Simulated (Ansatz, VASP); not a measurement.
## Two plane-wave programs on InAs

```xyz
2
Lattice="0.0000 2.5030 2.5030 2.5030 0.0000 2.5030 2.5030 2.5030 0.0000" Properties=species:S:1:pos:R:3 pbc="T T T"
In    0.0000    0.0000    0.0000
As    1.2515    1.2515    1.2515
```

Change from the starting cell: volume scaled by 0.55, PAW files.

Alike in both runs: task single point; functional r2SCAN; k mesh 11 × 11 × 11; occupations fermi-dirac, width 0.1 eV; no spin polarisation.

```csv
,VASP,Ansatz
version,VASP 6.6.1,Ansatz 0.2.0
potentials or method,"VASP PAW PBE potentials, release 64 (In_d, As)","PAW with Ansatz's default frozen-core files, scalar-relativistic"
plane-wave cutoff (eV),520,500
valence electrons in the cell,18,28
```

|  | VASP | Ansatz | Ansatz less VASP |
| --- | --- | --- | --- |
| pressure (GPa) | 133.1 | 132.3 | -0.74 |

With one functional, cell and mesh, what is left measures potentials, basis and numerics. The two sets of potentials don't hold the same shells in valence.

Caveats: the cell as given lies far from equilibrium; so large a pressure means that the cell lies far from this level's equilibrium, or that cutoff or potentials fall short (VASP); the potentials were made for another functional, which shifts forces and pressure (VASP).
